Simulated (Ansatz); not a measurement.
**AgCl: what symmetry allows forces and stress to be**

```
Ag Cl
1.0
     4.05631    0.00000    0.01630
     0.00000    3.71415    0.00000
    -0.54413    0.00000    5.33661
Ag Cl
2 2
Direct
  0.18564 0.25000 0.20488
  0.81436 0.75000 0.79512
  0.74993 0.75000 0.28513
  0.25007 0.25000 0.71487
```

Method: Ansatz 0.2.0, DFT PBE, scalar-relativistic, plane waves, PAW.

Plane waves to 420 eV, a k mesh through Γ of 8×8×6 on the computed 4-atom cell and Gaussian smearing (0.02 eV); no spin polarisation.

This distorted cell has space group P2_1/m, with 4 operations.

Problem. Without a calculation: in which directions can each atom feel a force?

Solution. A force must be left unchanged by every operation that keeps its atom in place, so it lies in the space that those operations leave fixed. Atoms that the group maps onto each other feel forces of one size.
```
atom site symmetry operations at the site equivalent to atom allowed force (Cartesian)
 Ag1              m                       2                   1  in the plane normal to (0.00, 1.00, 0.00)
 Ag2              m                       2                   1  in the plane normal to (0.00, 1.00, 0.00)
 Cl3              m                       2                   3  in the plane normal to (0.00, 1.00, 0.00)
 Cl4              m                       2                   3  in the plane normal to (0.00, 1.00, 0.00)
```

That leaves 4 independent force components of 12. A relaxation in this cell that keeps the symmetry moves the atoms in these directions alone.

Problem. And the stress tensor?

Solution. It must be invariant under the point group, which leaves 4 independent components: yz, xy vanish.

Problem. Do the computed values obey this?

Solution. Yes. Forces (eV/Å):
```
Ag1  0.366  0.000 -0.026
Ag2 -0.366  0.000  0.026
Cl3 -0.603  0.000 -0.247
Cl4  0.603  0.000  0.247
```

Stress (GPa, compression positive, xx yy zz yz xz xy): 4.37 5.86 4.83 0.00 -0.55 0.00. The program imposes the same operations on density, forces and stress, so this confirms the analysis and is no independent test of the calculation.

This form isn't the usual stable structure of the compound.